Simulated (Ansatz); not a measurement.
# BeS (F-43m): thermal expansion from first principles, part 2 of 3

Wanted: α(T), C_P(T) and B(T) of BeS in the quasi-harmonic approximation.

What experiment has found for this phase:
- heat capacity C_P per formula unit 34.2 J/mol/K and bulk modulus 105 GPa near room temperature (given in “High-Throughput Prediction of Finite-Temperature Properties using the Quasi-Harmonic Approximation”, 2016, arXiv:1603.06924)

Ansatz 0.2.0; DFT LDA, scalar-relativistic, plane waves, PAW.

So far. Step 4 (Tight relaxation): The residual pressure is -0.0033 GPa, small enough for phonons. Step 5 (Relaxing at another setting): The residual pressure is -0.0060 GPa, small enough for phonons. The relaxed cell has a = 4.796 Å (conventional setting).

The database entry behind the starting cell differs from later determinations by our own check (0.1 to 0.3 % short, probably kX units), so it need not match the best structure at ambient conditions.

**6. Phonons on strained cells, cutoff 550 eV, k-mesh 8×8×8**

Thermal expansion follows from how the free energy of the vibrations (and of the electrons in a metal) changes with strain, so the program makes strained cells, their phonons and a fit in one run.

Input file input.yaml:

```yaml
crystal:
  lattice:
    - [0.0, 2.3982014383, 2.3982014383]
    - [2.3982014383, 0.0, 2.3982014383]
    - [2.3982014383, 2.3982014383, 0.0]
  atoms:
    - { symbol: Be, position: [0.0, 0.0, 0.0] }
    - { symbol: S, position: [0.25, 0.25, 0.25] }
kpoints:
  mp_grid: { grid: [8, 8, 8] }
hamiltonian:
  xc: lda
scf:
  occupations: { method: fixed }
output:
  eigenvalues: true
basis:
  ecutwfc: 550.0
phonons:
  method: dfpt
  qmesh: [4, 4, 4]
  temperatures: { t_max: 800.0, t_step: 50 }
  thermal_expansion: {}
```

Run with:

```sh
ansatz run input.yaml --threads 4 --pin off --max-ram 8192MiB --backend cpu --events-out ev --progress --plain --runs-dir out
```

Numbers of over 12 decimals in the logs are rounded to 6 here.

The program printed:

```text
Warning: phonons: the dynamical matrix that this run interpolates holds no multipole term above the dipole-dipole one, and a site of this crystal is no centre of inversion, so its interpolated transverse optical and acoustic branches and sound speeds can stay off near Gamma, and the density of states and the thermodynamics with them. What a run solves at a wave vector of phonons.qpoints, Gamma apart, where the deck admits one, is free of this, and under fd what a larger phonons.supercell samples
[...]
Crystal: 2 atoms, lattice volume = 27.586 Å³
Basis set: ecut = 550 eV, 869 PW (Γ), exchange–correlation on 54×54×54 points (8 copies of the dense FFT grid, shifted against one another)
Bands: 8, of which v1, the nominal top of the filled ones, is band 4 counted from 1 (3 counted from 0)
Symmetry: 24 space group operations
[...]
k-points: 29 of 512 (time reversal used)
[...]
SCF iter   1: F=—  HF=-960.020599 eV  |F-HF|=—  |Δ(HF+E_count)|=         —  Δρ=4.68e-3  dr2=3.64e-3  ethr=1.77e-3  ⟨swp⟩=4.5  Hψ=1680  notcnv=0  defer=43
[...]
SCF iter   8: F=-960.019568 eV  HF=-960.019568 eV  |F-HF|=3.18e-12  |Δ(HF+E_count)|=  8.15e-11  Δρ=1.06e-7  dr2=3.78e-12  ethr=1.00e-12  ⟨swp⟩=6.9  Hψ=1287  notcnv=0
SCF 1 converged in 8 iterations: F = -960.019568 eV  dr2 = 3.78e-12
[...]
relax step   1: F+E_penalty+E_count = -960.01956836 eV  Δ(F+E_penalty+E_count) = +0.000e0 eV  max|allowed force component| = 1.688e-16 eV/Å  Δτ_max = 0.0000 Å  (8 SCF iters, accepted)
SCF converged after 8 iterations
Free energy (F): -960.019568 eV
[...]
Internal energy: -960.019568 eV  (E = F + TS)
E sigma→0 (E₀):  -960.019568 eV
Fermi energy:    5.554341 eV
[...]
--- Stress (GPa, compression-positive) ---
       -0.006032      -0.000000      -0.000000
       -0.000000      -0.006032       0.000000
       -0.000000       0.000000      -0.006032
  P = ⅓ Tr σ = -0.0060 GPa (-0.060 kbar)
--- Band table (eV; the first three rows and the last of 29) ---
[...]
── thermal expansion: 3 new cells, 3 in all ──
thermal expansion: relaxation of cell 2
thermal expansion: relaxation of cell 3
── thermal expansion: 2 new cells, 5 in all ──
thermal expansion: relaxation of cell 4
thermal expansion: lower-state search of cell 4
thermal expansion: phonons of cell 4
thermal expansion: relaxation of cell 5
thermal expansion: phonons of cell 5
── thermal expansion: 5 new cells, 10 in all ──
thermal expansion: relaxation of cell 6
thermal expansion: relaxation of cell 7
thermal expansion: relaxation of cell 8
thermal expansion: relaxation of cell 9
thermal expansion: relaxation of cell 10
thermal expansion: phonons of cell 6
thermal expansion: phonons of cell 7
--- Relaxed structure (1 steps of the walk, 1 accepted, 0 SCFs on fresh bases) ---
  F+E_penalty+E_count = -960.01956836 eV   max|allowed force component| = 1.688e-16 eV/Å
  atoms:
    - { symbol: Be, position: [0.0, 0.0, 0.0] }
    - { symbol: S, position: [0.25, 0.25, 0.25] }
--- Thermal expansion: 10 cells in 3 rounds, 0 GPa ---
  no lower state was reached at cell 4
  without vibrations: a 3.39150, b 3.39150, c 3.39150 Å, V 27.5843 Å³, B 102.16 GPa
  at 0 K: a 3.40317, b 3.40317, c 3.40317 Å, V 27.8699 Å³, B 99.70 GPa
  zero-point expansion: a +0.344, b +0.344, c +0.344, V +1.036 %
      T/K        a/Å        b/Å        c/Å       V/Å³ | expansion of a, b, c, V (1e-6/K)   | that of V in the mean from 25 °C | C_P, C_V (J/mol K of the cell) | B_T, B_S (GPa)
     0.00    3.40317    3.40317    3.40317    27.8699 |    0.00    0.00    0.00    0.00 |    7.08 |     0.000     0.000 |    99.70    99.70
   100.00    3.40324    3.40324    3.40324    27.8716 |    0.75    0.75    0.75    2.25 |   10.35 |    10.841    10.841 |    99.63    99.64
   200.00    3.40395    3.40395    3.40395    27.8891 |    3.58    3.58    3.58   10.75 |   14.48 |    26.312    26.273 |    99.11    99.25
   298.15    3.40557    3.40557    3.40557    27.9288 |    5.90    5.90    5.90   17.69 |       - |    35.847    35.692 |    98.21    98.63
   350.00    3.40668    3.40668    3.40668    27.9563 |    6.72    6.72    6.72   20.16 |   19.00 |    39.020    38.786 |    97.67    98.26
   450.00    3.40917    3.40917    3.40917    28.0177 |    7.81    7.81    7.81   23.42 |   20.95 |    43.008    42.606 |    96.56    97.47
   550.00    3.41196    3.41196    3.41196    28.0865 |    8.50    8.50    8.50   25.50 |   22.41 |    45.391    44.814 |    95.40    96.63
   650.00    3.41495    3.41495    3.41495    28.1604 |    8.99    8.99    8.99   26.96 |   23.56 |    46.935    46.180 |    94.22    95.76
   750.00    3.41809    3.41809    3.41809    28.2380 |    9.36    9.36    9.36   28.08 |   24.50 |    48.009    47.074 |    93.02    94.87
   800.00    3.41970    3.41970    3.41970    28.2781 |    9.52    9.52    9.52   28.57 |   24.92 |    48.435    47.407 |    92.42    94.42
  the static fit leaves 0.001 meV an atom of the energies and, of the stresses, 0.000 GPa of each cell's largest along a strain (root mean squares over the cells), whose Pulay part it has at -0.009 GPa
  vibrations' free energy: its fit passes through its cells
  the electrons' free energy at temperature is not in it: every band gap is over 0.83 eV
  free energies summed between the sampled wave vectors
  estimated error of the fitted expansion in any direction: up to 0.034e-6/K, at 800 K, with few degrees of freedom (an estimate, not a bound: it was exceeded on models of known expansion)
  by sums over the sampled wave vectors an expansion of the volume parts by up to 0.45e-6/K
  by a static energy of one degree less an expansion of the volume parts by up to 0.01e-6/K
  band gaps on the cells' k-points are 2.754 to 2.934 eV
```

Elapsed: 2.7 min, on 4 threads of Arm Neoverse V1, shared host; peak memory 0.69 GiB; 10 min of CPU time.

This step gave:

```yaml
pressure: -0.006032 GPa
volume_expansion_coefficient_at_298_k: 17.70 1e-6/K
c_p_at_298_k: 17.92 J/mol-atom/K
entropy_at_298_k: 14.93 J/mol-atom/K
isothermal_bulk_modulus_at_298_k: 98.21 GPa
grueneisen_parameter_at_298_k: 0.8189
volume_at_298_k: 13.96 Å³/atom
principal_linear_expansion_coefficients_at_298_k: 5.898, 5.898, 5.898 1e-6/K
```

Strained cells of the study; zero-point energy where phonons were solved; the pressures are stresses at a fixed cutoff and can carry an offset from the finite basis. Expansion cells, by row:

```csv
cell,|a| (Å),|b| (Å),|c| (Å),V (Å³/atom),E - E_lowest (meV/atom),"pressure, compression positive (GPa)",gap (eV),zero-point energy (meV/atom)
1,3.392,3.392,3.392,13.79,0,-0.015,2.824,-
2,3.419,3.419,3.419,14.13,2.489,-2.348,2.878,-
3,3.365,3.365,3.365,13.47,2.536,2.539,2.769,-
4,3.392,3.392,3.392,13.79,0,-0.026,2.825,77.38
5,3.409,3.409,3.409,14,0.998,-1.511,2.858,76.04
6,3.417,3.417,3.417,14.11,2.239,-2.232,2.875,75.36
7,3.43,3.43,3.43,14.27,4.981,-3.265,2.899,74.35
8,3.358,3.358,3.358,13.39,3.963,3.206,2.754,-
9,3.375,3.375,3.375,13.59,0.971,1.545,2.79,-
10,3.45,3.45,3.45,14.51,11.06,-4.732,2.934,-
```

Quasi-harmonic; a, b, c are the run's own cell vectors. Expansion, by row:

```csv
T (K),a (Å),b (Å),c (Å),alpha (deg),beta (deg),gamma (deg),cell volume (Å³/cell),alpha_a (1e-6/K),alpha_b (1e-6/K),alpha_c (1e-6/K),alpha_V (1e-6/K),C_P (J/mol-atom/K),C_V (J/mol-atom/K),S (J/mol-atom/K),B_T (GPa),B_S (GPa),Grueneisen,extrapolation,fit error (1e-6/K)
0,3.403,3.403,3.403,60,60,60,27.87,0,0,0,0,0,0,0,99.7,99.7,-,0,0
50,3.403,3.403,3.403,60,60,60,27.87,0.1,0.1,0.1,0.31,1.169,1.169,0.357,99.69,99.69,0.225,0,0
100,3.403,3.403,3.403,60,60,60,27.87,0.75,0.75,0.75,2.25,5.421,5.42,2.426,99.63,99.64,0.348,0,0
150,3.403,3.403,3.403,60,60,60,27.88,2.07,2.07,2.07,6.21,9.594,9.59,5.428,99.44,99.49,0.54,0,0
200,3.404,3.404,3.404,60,60,60,27.89,3.58,3.58,3.58,10.75,13.16,13.14,8.694,99.11,99.25,0.681,0,0.01
250,3.405,3.405,3.405,60,60,60,27.91,4.9,4.9,4.9,14.7,15.93,15.88,11.94,98.68,98.96,0.767,0,0.01
298.1,3.406,3.406,3.406,60,60,60,27.93,5.9,5.9,5.9,17.69,17.92,17.85,14.93,98.21,98.63,0.819,0,0.01
300,3.406,3.406,3.406,60,60,60,27.93,5.93,5.93,5.93,17.8,17.99,17.91,15.04,98.19,98.62,0.82,0,0.01
350,3.407,3.407,3.407,60,60,60,27.96,6.72,6.72,6.72,20.16,19.51,19.39,17.93,97.67,98.26,0.855,0,0.01
400,3.408,3.408,3.408,60,60,60,27.99,7.33,7.33,7.33,21.99,20.64,20.48,20.61,97.12,97.87,0.878,0,0.01
450,3.409,3.409,3.409,60,60,60,28.02,7.81,7.81,7.81,23.42,21.5,21.3,23.1,96.56,97.47,0.895,0,0.01
500,3.411,3.411,3.411,60,60,60,28.05,8.19,8.19,8.19,24.56,22.17,21.93,25.4,95.98,97.05,0.908,0,0.01
550,3.412,3.412,3.412,60,60,60,28.09,8.5,8.5,8.5,25.5,22.7,22.41,27.54,95.4,96.63,0.918,0,0.01
600,3.413,3.413,3.413,60,60,60,28.12,8.76,8.76,8.76,26.29,23.12,22.79,29.53,94.82,96.2,0.926,0,0.01
650,3.415,3.415,3.415,60,60,60,28.16,8.99,8.99,8.99,26.96,23.47,23.09,31.39,94.22,95.76,0.933,0,0.01
700,3.417,3.417,3.417,60,60,60,28.2,9.19,9.19,9.19,27.56,23.76,23.34,33.15,93.62,95.32,0.939,0,0.02
750,3.418,3.418,3.418,60,60,60,28.24,9.36,9.36,9.36,28.08,24,23.54,34.79,93.02,94.87,0.944,0,0.02
800,3.42,3.42,3.42,60,60,60,28.28,9.52,9.52,9.52,28.57,24.22,23.7,36.35,92.42,94.42,0.948,0,0.03
```

Expansion coefficient against temperature; values in 1e-6/K:

```csv
temperature (K),volume,principal 1
0,0,0
50,0.31,0.1
100,2.25,0.75
150,6.21,2.07
200,10.8,3.58
250,14.7,4.9
298,17.7,5.9
300,17.8,5.93
350,20.2,6.72
400,22.0,7.33
450,23.4,7.81
500,24.6,8.19
550,25.5,8.5
600,26.3,8.76
650,27.0,8.99
700,27.6,9.19
750,28.1,9.36
800,28.6,9.52
```

At 298 K the volume expansion is 17.7 × 10⁻⁶/K and B_T is 98.2 GPa.

**7. The quasi-harmonic study, cutoff 487.2 eV, k-mesh 12×12×12**

Thermal expansion follows from how the free energy of the vibrations (and of the electrons in a metal) changes with strain, so the program makes strained cells, their phonons and a fit in one run.

Edit input.yaml of step 6 so:

```diff
@@ -9,3 +9,3 @@
 kpoints:
-  mp_grid: { grid: [8, 8, 8] }
+  mp_grid: { grid: [12, 12, 12] }
 hamiltonian:
@@ -16,4 +16,2 @@
   eigenvalues: true
-basis:
-  ecutwfc: 550.0
 phonons:
```

The mesh is denser.

The program printed:

```text
[...]
Crystal: 2 atoms, lattice volume = 27.586 Å³
Basis set: ecut = 487.2 eV, 645 PW (Γ), exchange–correlation on 50×50×50 points (8 copies of the dense FFT grid, shifted against one another)
Bands: 8, of which v1, the nominal top of the filled ones, is band 4 counted from 1 (3 counted from 0)
Symmetry: 24 space group operations
[...]
k-points: 72 of 1728 (time reversal used)
[...]
SCF iter   1: F=—  HF=-960.020571 eV  |F-HF|=—  |Δ(HF+E_count)|=         —  Δρ=4.66e-3  dr2=3.63e-3  ethr=1.77e-3  ⟨swp⟩=4.4  Hψ=4163  notcnv=0  defer=108
[...]
SCF iter   8: F=-960.019506 eV  HF=-960.019506 eV  |F-HF|=2.27e-13  |Δ(HF+E_count)|=  1.09e-11  Δρ=2.40e-8  dr2=2.07e-13  ethr=1.00e-12  ⟨swp⟩=6.2  Hψ=3109  notcnv=0
SCF 1 converged in 8 iterations: F = -960.019506 eV  dr2 = 2.07e-13
[...]
relax step   1: F+E_penalty+E_count = -960.01950569 eV  Δ(F+E_penalty+E_count) = +0.000e0 eV  max|allowed force component| = 1.619e-16 eV/Å  Δτ_max = 0.0000 Å  (8 SCF iters, accepted)
SCF converged after 8 iterations
Free energy (F): -960.019506 eV
[...]
Internal energy: -960.019506 eV  (E = F + TS)
E sigma→0 (E₀):  -960.019506 eV
Fermi energy:    5.554139 eV
[...]
--- Stress (GPa, compression-positive) ---
       -0.009375       0.000000      -0.000000
        0.000000      -0.009375       0.000000
       -0.000000       0.000000      -0.009375
  P = ⅓ Tr σ = -0.0094 GPa (-0.094 kbar)
--- Band table (eV; the first three rows and the last of 72) ---
[...]
── thermal expansion: 3 new cells, 3 in all ──
thermal expansion: relaxation of cell 2
thermal expansion: relaxation of cell 3
── thermal expansion: 2 new cells, 5 in all ──
thermal expansion: relaxation of cell 4
thermal expansion: lower-state search of cell 4
thermal expansion: phonons of cell 4
thermal expansion: relaxation of cell 5
thermal expansion: phonons of cell 5
── thermal expansion: 5 new cells, 10 in all ──
thermal expansion: relaxation of cell 6
thermal expansion: relaxation of cell 7
thermal expansion: relaxation of cell 8
thermal expansion: relaxation of cell 9
thermal expansion: relaxation of cell 10
thermal expansion: phonons of cell 6
thermal expansion: phonons of cell 7
--- Relaxed structure (1 steps of the walk, 1 accepted, 0 SCFs on fresh bases) ---
  F+E_penalty+E_count = -960.01950569 eV   max|allowed force component| = 1.619e-16 eV/Å
  atoms:
    - { symbol: Be, position: [0.0, 0.0, 0.0] }
    - { symbol: S, position: [0.25, 0.25, 0.25] }
--- Thermal expansion: 10 cells in 3 rounds, 0 GPa ---
  no lower state was reached at cell 4
  without vibrations: a 3.39147, b 3.39147, c 3.39147 Å, V 27.5834 Å³, B 102.16 GPa
  at 0 K: a 3.40313, b 3.40313, c 3.40313 Å, V 27.8690 Å³, B 99.70 GPa
  zero-point expansion: a +0.344, b +0.344, c +0.344, V +1.036 %
[...]
0.00    3.40313    3.40313    3.40313    27.8690 |    0.00    0.00    0.00    0.00 |    7.08 |     0.000     0.000 |    99.70    99.70
   100.00    3.40320    3.40320    3.40320    27.8707 |    0.75    0.75    0.75    2.26 |   10.35 |    10.841    10.840 |    99.63    99.63
   200.00    3.40391    3.40391    3.40391    27.8882 |    3.58    3.58    3.58   10.75 |   14.49 |    26.312    26.274 |    99.10    99.25
   298.15    3.40553    3.40553    3.40553    27.9279 |    5.90    5.90    5.90   17.70 |       - |    35.847    35.693 |    98.21    98.63
   350.00    3.40665    3.40665    3.40665    27.9555 |    6.72    6.72    6.72   20.17 |   19.00 |    39.020    38.786 |    97.67    98.26
   450.00    3.40914    3.40914    3.40914    28.0168 |    7.81    7.81    7.81   23.42 |   20.96 |    43.008    42.606 |    96.56    97.47
   550.00    3.41193    3.41193    3.41193    28.0856 |    8.50    8.50    8.50   25.50 |   22.42 |    45.392    44.815 |    95.40    96.63
   650.00    3.41491    3.41491    3.41491    28.1595 |    8.99    8.99    8.99   26.96 |   23.56 |    46.935    46.180 |    94.22    95.76
   750.00    3.41805    3.41805    3.41805    28.2372 |    9.36    9.36    9.36   28.08 |   24.50 |    48.010    47.074 |    93.02    94.87
   800.00    3.41967    3.41967    3.41967    28.2772 |    9.52    9.52    9.52   28.56 |   24.92 |    48.435    47.408 |    92.42    94.42
[...]
vibrations' free energy: its fit passes through its cells
  the electrons' free energy at temperature is not in it: every band gap is over 0.83 eV
  free energies summed between the sampled wave vectors
[...]
band gaps on the cells' k-points are 2.755 to 2.935 eV
```

Wall time 6.6 min (4 threads); peak memory 1.3 GiB.

Numbers from this step:

- pressure: -0.009375 GPa
- gap on the k-mesh: 2.825 eV
- Grüneisen parameter at 298 K: 0.8190
- principal linear expansion coefficients at 298 K: 5.899, 5.899, 5.899 1e-6/K

Strained cells of the study; zero-point energy where phonons were solved; the pressures are stresses at a fixed cutoff and can carry an offset from the finite basis. Expansion cells, by row:

```csv
cell,|a| (Å),|b| (Å),|c| (Å),V (Å³/atom),E - E_lowest (meV/atom),"pressure, compression positive (GPa)",gap (eV),zero-point energy (meV/atom)
1,3.392,3.392,3.392,13.79,0.001,-0.019,2.825,-
2,3.419,3.419,3.419,14.13,2.496,-2.352,2.878,-
3,3.365,3.365,3.365,13.47,2.529,2.534,2.769,-
4,3.392,3.392,3.392,13.79,0,-0.027,2.825,77.38
5,3.409,3.409,3.409,14,0.998,-1.512,2.858,76.04
6,3.417,3.417,3.417,14.11,2.24,-2.233,2.875,75.36
7,3.43,3.43,3.43,14.27,4.981,-3.267,2.899,74.35
8,3.358,3.358,3.358,13.39,3.962,3.205,2.755,-
9,3.375,3.375,3.375,13.59,0.971,1.544,2.79,-
10,3.45,3.45,3.45,14.51,11.06,-4.733,2.935,-
```

Quasi-harmonic; a, b, c are the run's own cell vectors. Expansion, by row:

```csv
T (K),a (Å),b (Å),c (Å),alpha (deg),beta (deg),gamma (deg),cell volume (Å³/cell),alpha_a (1e-6/K),alpha_b (1e-6/K),alpha_c (1e-6/K),alpha_V (1e-6/K),C_P (J/mol-atom/K),C_V (J/mol-atom/K),S (J/mol-atom/K),B_T (GPa),B_S (GPa),Grueneisen,extrapolation,fit error (1e-6/K)
0,3.403,3.403,3.403,60,60,60,27.87,0,0,0,0,0,0,0,99.7,99.7,-,0,0
50,3.403,3.403,3.403,60,60,60,27.87,0.11,0.11,0.11,0.32,1.169,1.169,0.356,99.69,99.69,0.226,0,0
100,3.403,3.403,3.403,60,60,60,27.87,0.75,0.75,0.75,2.26,5.42,5.42,2.425,99.63,99.63,0.348,0,0
150,3.403,3.403,3.403,60,60,60,27.88,2.07,2.07,2.07,6.21,9.594,9.59,5.428,99.43,99.48,0.54,0,0
200,3.404,3.404,3.404,60,60,60,27.89,3.58,3.58,3.58,10.75,13.16,13.14,8.694,99.1,99.25,0.681,0,0.01
250,3.405,3.405,3.405,60,60,60,27.91,4.9,4.9,4.9,14.7,15.93,15.88,11.94,98.68,98.96,0.767,0,0.01
298.1,3.406,3.406,3.406,60,60,60,27.93,5.9,5.9,5.9,17.7,17.92,17.85,14.93,98.21,98.63,0.819,0,0.01
300,3.406,3.406,3.406,60,60,60,27.93,5.93,5.93,5.93,17.8,17.99,17.91,15.04,98.19,98.62,0.821,0,0.01
350,3.407,3.407,3.407,60,60,60,27.96,6.72,6.72,6.72,20.17,19.51,19.39,17.93,97.67,98.26,0.855,0,0.01
400,3.408,3.408,3.408,60,60,60,27.98,7.33,7.33,7.33,21.99,20.64,20.49,20.61,97.12,97.87,0.878,0,0.01
450,3.409,3.409,3.409,60,60,60,28.02,7.81,7.81,7.81,23.42,21.5,21.3,23.1,96.56,97.47,0.895,0,0.01
500,3.41,3.41,3.41,60,60,60,28.05,8.19,8.19,8.19,24.56,22.17,21.93,25.4,95.99,97.06,0.908,0,0.01
550,3.412,3.412,3.412,60,60,60,28.09,8.5,8.5,8.5,25.5,22.7,22.41,27.54,95.4,96.63,0.918,0,0.01
600,3.413,3.413,3.413,60,60,60,28.12,8.76,8.76,8.76,26.29,23.12,22.79,29.53,94.82,96.2,0.926,0,0.01
650,3.415,3.415,3.415,60,60,60,28.16,8.99,8.99,8.99,26.96,23.47,23.09,31.39,94.22,95.76,0.933,0,0.01
700,3.416,3.416,3.416,60,60,60,28.2,9.19,9.19,9.19,27.56,23.76,23.34,33.15,93.63,95.32,0.939,0,0.02
750,3.418,3.418,3.418,60,60,60,28.24,9.36,9.36,9.36,28.08,24,23.54,34.79,93.02,94.87,0.944,0,0.02
800,3.42,3.42,3.42,60,60,60,28.28,9.52,9.52,9.52,28.56,24.22,23.7,36.35,92.42,94.42,0.948,0,0.03
```

Table of expansion coefficient by temperature; values in 1e-6/K:

```csv
temperature (K),volume,principal 1
0,0,0
50,0.32,0.11
100,2.26,0.75
150,6.21,2.07
200,10.8,3.58
250,14.7,4.9
298,17.7,5.9
300,17.8,5.93
350,20.2,6.72
400,22.0,7.33
450,23.4,7.81
500,24.6,8.19
550,25.5,8.5
600,26.3,8.76
650,27.0,8.99
700,27.6,9.19
750,28.1,9.36
800,28.6,9.52
```

Changing the k-mesh (8×8×8 → 12×12×12) and the cutoff (550 → 487.2 eV) takes the volume expansion at 298 K from 17.7 to 17.7 × 10⁻⁶/K and B_T from 98.2 to 98.2 GPa.

(Continued in part 3 of 3.)

[Logs are printed without paths, hosts, clocks, repeated set-up lines and the standing remarks that a program may print on its own settings, such as how far it seeks lower states.]

[Hosts, paths, dates, database ids (printed as entryN), source tags and the programs' standing remarks are cut or masked in the printed files.]

[A step with changed settings may run another functional than the one named; its input shows which.]
